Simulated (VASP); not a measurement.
The system is F.

```
F
1.0
     2.75000   -1.64000    0.00000
     2.75000    1.64000    0.00000
    -1.53472    0.00000    7.11639
F
4
Direct
  0.96800 0.60200 0.09970
  0.39800 0.03200 0.40030
  0.03200 0.39800 0.90030
  0.60200 0.96800 0.59970
```

| Quantity | Value |
| --- | --- |
| Program | VASP 6.6.1 |
| Task | relaxation of cell and atoms |
| Functional | PBEsol |
| Dispersion | D3(BJ) |
| Potentials or basis | VASP PAW PBE potentials, release 64 (F) |
| Cutoff | 600 eV |
| k mesh | 8 × 8 × 4 |
| Occupations | gaussian, width 0.1 eV |
| Spin | no spin polarisation |

At the start: pressure -5.8 GPa; volume 16.05 Å³/atom.

Problem. Where does the relaxation end?

Solution. Over 6 steps the energy falls by 45.4 meV/atom and the volume is 15.66 Å³/atom (-2.4 %); space group C2/c (No. 15, to 0.05 Å).

Step by step:
```csv
step,energy change (eV),largest force (eV/Å),pressure (GPa),volume (Å³)
1,0.0000,2.1298,-5.77,64.19
2,2.6474,16.6271,36.07,58.86
3,-0.0942,1.5537,-4.26,63.53
4,-0.1567,0.8626,-2.47,63.09
5,-0.1813,0.1277,0.00,62.57
6,-0.1815,0.0293,-0.26,62.62
```

Final structure:
```
F
1.0
     2.74917   -1.63604   -0.00305
     2.74917    1.63604   -0.00305
    -1.54214    0.00000    6.96331
F
4
Direct
  0.96953 0.59816 0.09663
  0.40184 0.03047 0.40337
  0.03047 0.40184 0.90337
  0.59816 0.96953 0.59663
```

Caveat: the PAW data sets were made with another functional, which shifts forces and pressure a little; the relaxation stopped at a loose force limit of 0.05 eV/Å, so its end isn't a converged minimum.
